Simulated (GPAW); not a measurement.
The system is BP.

```
P B
1.0
     0.00000    2.26900    2.26900
     2.26900    0.00000    2.26900
     2.26900    2.26900    0.00000
P B
1 1
Cartesian
  3.4035 3.4035 3.4035
  0.0000 0.0000 0.0000
```

Base run:

```yaml
Program: GPAW 26.7.0
Functional: rSCAN
Potentials_or_basis: GPAW PAW data sets (gpaw-data 1.2.1)
Cutoff: 800 eV
Basis: pw
k_mesh: 10 × 10 × 10
Occupations: fermi-dirac, width 0.05 eV
Spin: no spin polarisation
```

Its results: band gap on the k mesh 1.43 eV, indirect (least direct gap 3.58 eV); pressure -0.8 GPa.

After a change of settings the same cell gave: band gap on the k mesh 1.19 eV, indirect (least direct gap 3.38 eV); pressure -5.7 GPa. Which change was it?
A. functional from rSCAN to LDA; potentials or basis from GPAW PAW data sets (gpaw-data 1.2.1) to JTH PAW 2.0, LDA
B. functional from rSCAN to PBE; occupations from fermi-dirac, width 0.05 eV to gaussian, width 0.028 eV
C. functional from rSCAN to r2SCAN; band points from 100 to 60
D. functional from rSCAN to TASK; band points from 100 to 80

A.

Caveats: the PAW data sets were made with another functional, which shifts forces and pressure a little (some runs); the program truncates these outside data sets (some runs).

Not every run made on this cell is shown here.
